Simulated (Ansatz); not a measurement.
A nudged elastic band was laid between two geometries of a periodic cell of 33 atoms, Al (host Al, host structure fcc, interstitial Al).

Method: DFT LDA, scalar-relativistic, plane waves, PAW in Ansatz. Settings: PAW set soft_1, cutoff 420 eV, k mesh 3x3x3, gaussian smearing 0.1 eV, no spin polarisation.

```
movable images  : 2
climbing image  : yes
spring          : 5.0 eV/Å²
optimiser       : quadratic models (default)
start path      : default
force threshold : 0.05 eV/Å
iteration limit : 50
end points      : relaxed
```

Image 0:

```xyz
33
Lattice="8.1000 0.0000 0.0000 0.0000 8.1000 0.0000 0.0000 0.0000 8.1000" Properties=species:S:1:pos:R:3
Al 4.027 -0.020 0.021
Al 6.075 2.024 -0.037
Al 6.072 0.119 2.024
Al 0.023 -0.023 0.023
Al 2.024 2.029 -0.118
Al 4.030 4.070 0.018
Al 6.072 6.077 -0.118
Al 2.026 0.476 2.028
Al 4.169 2.028 2.024
Al 6.072 3.931 2.024
Al 4.030 -0.017 4.031
Al 6.076 2.024 4.088
Al 6.075 0.038 6.076
Al 0.020 4.073 0.020
Al 2.026 6.073 -0.476
Al -0.119 2.029 2.024
Al 2.027 3.595 2.028
Al 4.507 6.073 2.028
Al 0.020 -0.019 4.028
Al 2.024 2.028 4.170
Al 4.034 4.066 4.034
Al 6.072 6.077 4.170
Al 2.024 0.119 6.072
Al 4.087 2.024 6.076
Al 6.076 4.013 6.076
Al -0.474 6.073 2.028
Al 0.016 4.069 4.032
Al 2.027 6.073 4.506
Al -0.038 2.024 6.076
Al 2.024 3.931 6.072
Al 4.169 6.077 6.072
Al -0.119 6.077 6.072
Al 2.014 6.089 2.011
```

Image 3:

```xyz
33
Lattice="8.1000 0.0000 0.0000 0.0000 8.1000 0.0000 0.0000 0.0000 8.1000" Properties=species:S:1:pos:R:3
Al 4.052 0.120 0.002
Al 6.113 2.025 0.000
Al 6.055 -0.021 2.047
Al -0.001 0.038 0.000
Al 1.988 2.025 0.000
Al 4.052 3.931 0.002
Al 6.195 6.076 0.002
Al 2.044 -0.016 2.043
Al 4.052 2.027 1.906
Al 6.057 4.071 2.046
Al 4.048 0.471 4.050
Al 6.195 2.027 4.051
Al 6.054 -0.022 6.053
Al -0.001 4.012 0.000
Al 1.905 6.076 0.002
Al -0.001 2.025 1.987
Al 2.043 4.067 2.042
Al 4.047 6.075 1.563
Al 0.005 0.120 4.051
Al 1.905 2.027 4.051
Al 4.047 3.588 4.049
Al 6.556 6.075 4.050
Al 2.046 -0.018 6.057
Al 4.052 2.027 6.195
Al 6.055 4.073 6.054
Al 0.005 6.076 1.906
Al 0.005 3.931 4.051
Al 1.573 6.075 4.049
Al -0.001 2.025 6.113
Al 2.044 4.068 6.059
Al 4.048 6.075 6.546
Al 0.005 6.076 6.195
Al 4.069 6.081 4.056
```

(1) What changes between the two ends?

(2) What energy profile does the band end with?

(3) What is the geometry of the highest image?

The band took 9 iterations and roughly 17 core-minutes.

Results:

(1) Contacts lost: Al8–Al33, Al15–Al33, Al17–Al33, Al18–Al22, Al22–Al31, Al26–Al33, Al28–Al31. Contacts made: Al11–Al33, Al15–Al18, Al15–Al26, Al21–Al33, Al22–Al33, Al26–Al28, Al31–Al33. The atom that moves furthest is Al33, by 2.90 Å; four of its nearest neighbours are Al8 2.49, Al15 2.49, Al26 2.49, Al18 2.49 Å at the first end and Al22 2.49, Al31 2.49, Al11 2.49, Al21 2.49 Å at the last.

(2) The run converged. The highest image is number 1 of 0 to 3, 1.03 eV above the ends, which have the same energy within 2 meV. The order of the stationary point at the top wasn't checked. So few images can step over the top or miss a turn of the path. Limits of this set-up: coarse k mesh, PAW files made for another functional, a small cell, in which the defect meets its images.

```
image  path coordinate (Å)  energy (eV)  Al8–Al33 (Å)  Al15–Al33 (Å)  Al17–Al33 (Å)
    0                 0.00         0.00          2.49           2.49           2.49
    1                 2.00         1.03          2.61           3.10           2.63
    2                 3.10         0.25          2.89           3.90           2.89
    3                 4.19         0.00          3.49           4.59           3.50
```

(3) 
```xyz
33
Lattice="8.1000 0.0000 0.0000 0.0000 8.1000 0.0000 0.0000 0.0000 8.1000" Properties=species:S:1:pos:R:3
Al 4.059 0.070 -0.088
Al 6.102 2.024 -0.050
Al 6.146 0.071 1.994
Al 0.034 0.023 0.033
Al 2.025 2.026 -0.007
Al 4.059 3.974 -0.094
Al 6.249 6.081 -0.201
Al 2.003 0.168 2.003
Al 4.097 2.028 1.957
Al 6.153 3.973 1.994
Al 4.050 0.172 4.051
Al 6.066 2.026 4.026
Al 6.017 0.028 6.017
Al 0.033 4.032 0.032
Al 2.089 6.076 0.079
Al -0.008 2.026 2.025
Al 2.007 3.898 2.007
Al 4.627 6.060 1.435
Al -0.088 0.067 4.059
Al 1.956 2.028 4.097
Al 4.046 3.895 4.047
Al 5.972 6.077 3.962
Al 1.995 0.073 6.147
Al 4.026 2.026 6.065
Al 6.017 4.027 6.018
Al 0.082 6.076 2.092
Al -0.094 3.977 4.059
Al 1.443 6.061 4.632
Al -0.050 2.024 6.102
Al 1.995 3.971 6.154
Al 3.966 6.077 5.977
Al -0.207 6.081 6.238
Al 3.031 6.095 3.029
```

The run took 4.5 min on 4 threads of Arm Neoverse V2 (shared host), peak memory 2.1 GiB.
